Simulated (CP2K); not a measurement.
## Cu2O (Cuprite) under changes of volume

One of the cells (12.885 Å³/atom); the others are scaled copies at fixed shape and fractional positions:

```
Cu O
1.0
     4.26000    0.00000    0.00000
     0.00000    4.26000    0.00000
     0.00000    0.00000    4.26000
Cu O
4 2
Direct
  0.75000 0.25000 0.75000
  0.75000 0.75000 0.25000
  0.25000 0.75000 0.75000
  0.25000 0.25000 0.25000
  0.50000 0.50000 0.50000
  0.00000 0.00000 0.00000
```

```yaml
Program: CP2K 2026.2
Functional: RPBE
Dispersion: D4
Potentials_or_basis: POTENTIAL_UZH Cu GTH-PBE-q11, O GTH-PBE-q6; TZVP-MOLOPT-PBE-GTH basis
Density_cutoff: 8163 eV
k_mesh: 6 × 6 × 6
Occupations: fermi-dirac, width 0.05 eV
Spin: no spin polarisation
```

| volume (Å³/atom) | energy over the lowest point (meV/atom) | pressure (GPa) | gap on the mesh (eV) |
| --- | --- | --- | --- |
| 12.112 | 22.03 | 9.3 | 0.65 |
| 12.369 | ? | ? | ? |
| 12.627 | 2.65 | 3.0 | 0.55 |
| 12.885 | 0.00 | 0.4 | 0.50 |
| 13.142 | 1.36 | -2.0 | 0.46 |
| 13.400 | 6.31 | -4.1 | 0.42 |
| 13.658 | 14.44 | -6.0 | 0.38 |

Problem. What does the run at 12.369 Å³/atom give?

Solution. Energy over the lowest point 9.81 meV/atom; pressure 6.0 GPa; gap on the mesh 0.60 eV.

Worked out: A Birch-Murnaghan fit of order 3 (a polynomial in V^(-2/3)) to the other rows has its minimum at 12.92 Å³/atom with B0 = V·E''(V) = 123 GPa and B' = 4.8. It gives 9.82 meV/atom at 12.369 Å³/atom, against the run's 9.81, and -dE/dV = 6.0 GPa, against 6.0. A straight line through the other rows of the gap, of slope -2.24 eV per unit of ln V (its deformation potential), gives 0.60 eV, against the run's 0.60.

Energies are extrapolated to zero smearing.

Caveats: the potentials were made for another functional, which shifts forces and pressure; the basis of atomic orbitals isn't converged, which shifts pressures, moduli and gaps.

A mesh can miss the band edges.
